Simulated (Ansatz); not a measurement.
**Hg: checking dH/dP = V**

These are results of DFT PBE+D3(BJ), scalar-relativistic, plane waves, PAW (Ansatz), not measurements. Settings: 420 eV cutoff, 12×12×4 k-mesh, Gaussian smearing of 0.10 eV, no spin polarisation.

Starting point, cell and atoms relaxed:

```
Hg
1.0
     3.32815    0.00000    0.00000
    -1.66408    2.88227    0.00000
     0.00000    0.00000   10.48558
Hg
4
Direct
  0.00000 0.00000 0.00000
  0.33333 0.66667 0.25000
  0.00000 0.00000 0.50000
  0.66667 0.33333 0.75000
```

Cell and atoms were relaxed at each target pressure within the start's symmetry (P6_3/mmc), at zero temperature; other phases can be more stable under pressure. H = E + PV with P the target; E is the free energy at the smearing used, whose derivative the pressure is, per atom and counted from zero pressure. The mesh named is that at zero pressure; some other pressures ran on another.

Spin–orbit coupling is left out, which can shift energies with elements as heavy as these.

```csv
P (GPa),V (Å³/atom),E − E0 (meV),H − H0 (meV)
0,25.146,0.0,0.0
1,24.135,2.9,153.5
4,22.473,27.4,588.5
12,20.170,137.5,1648.2
25,18.309,343.9,3200.7
50,16.411,772.5,5893.9
90,14.751,1477.8,9764.2
```

Task: Thermodynamics gives dH/dP = V along a relaxed path. Integrate V over P by the trapezoid rule and compare with the computed enthalpies.

Result: With 1 eV/Å³ = 160.22 GPa, each step adds the mean volume times ΔP / 160.22:
| P (GPa) | ∫V dP (meV) | H − H0 (meV) | difference (meV) |
| --- | --- | --- | --- |
| 1 | 153.8 | 153.5 | 0.3 |
| 4 | 590.2 | 588.5 | 1.7 |
| 12 | 1654.8 | 1648.2 | 6.6 |
| 25 | 3215.9 | 3200.7 | 15.2 |
| 50 | 5924.6 | 5893.9 | 30.7 |
| 90 | 9814.6 | 9764.2 | 50.4 |

V(P) curves upward, so the trapezoid rule runs high; integrating a smooth curve through the same points puts that excess at about 52.3 meV at 90 GPa, against the 50.4 meV found.

Task: At 90 GPa, how much of the enthalpy change is stored energy and how much is the PV term?

Result: E rises by 1478 meV/atom and PV is 90 × 14.751 / 160.22 = 8286 meV/atom, so PV makes 85 % of ΔH. So between rival structures at high pressure a small difference in volume can outweigh the difference in energy: 1 % of this volume is worth 82.9 meV/atom at this pressure.

Task: What bulk modulus do the lowest pressures give, and how is the compression shared among the axes?

Result: From the pressures that the runs reached, -1.02 GPa (27.834 Å³) and 1.00 GPa (24.135 Å³), B = −ΔP/Δln V = 2.02 / 0.1426 = 14 GPa, a mean over that range. The linear compressibilities −Δln(length)/ΔP are 22.58 along a, 22.58 along b, 25.32 along c (in TPa⁻¹). With fixed angles they add up to 1/B: 70.48 against 70.48. Softest: c, at 36 % of the volume change per axis.

This form isn't the element's structure at ambient conditions.